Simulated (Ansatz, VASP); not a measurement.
Ta in VASP and in Ansatz

```
CELL_PARAMETERS angstrom
-1.61147 1.61147 1.61147
1.61147 -1.61147 1.61147
1.61147 1.61147 -1.61147
ATOMIC_POSITIONS crystal
Ta 0.00000 0.00000 0.00000
```

Alike in both runs: functional PBE; k mesh 15 × 15 × 15; no spin polarisation.

Ansatz relaxed the structure, and its values are those at the end. VASP's run is a single point on that final structure, the one shown.

|  | VASP | Ansatz |
| --- | --- | --- |
| version | VASP 6.6.1 | Ansatz 0.2.0 |
| potentials or method | VASP PAW PBE potentials, release 64 (Ta_pv) | plane waves, PAW |
| plane-wave cutoff (eV) | 520 | 420 |
| occupations | methfessel-paxton of order 1, width 0.1 eV | cold, width 0.1 eV |
| valence electrons in the cell | 11 | 13 |

VASP gave:

```
pressure (GPa) : 20.3
```

Q: What did Ansatz give for the same quantities?

A: Pressure (GPa): 20.0.

The two sets of potentials don't hold the same shells in valence.

Caveats: so large a pressure means that the cell lies far from this level's equilibrium, or that cutoff or potentials fall short (VASP). The runs have no spin-orbit coupling, so splittings on Ta are missing.
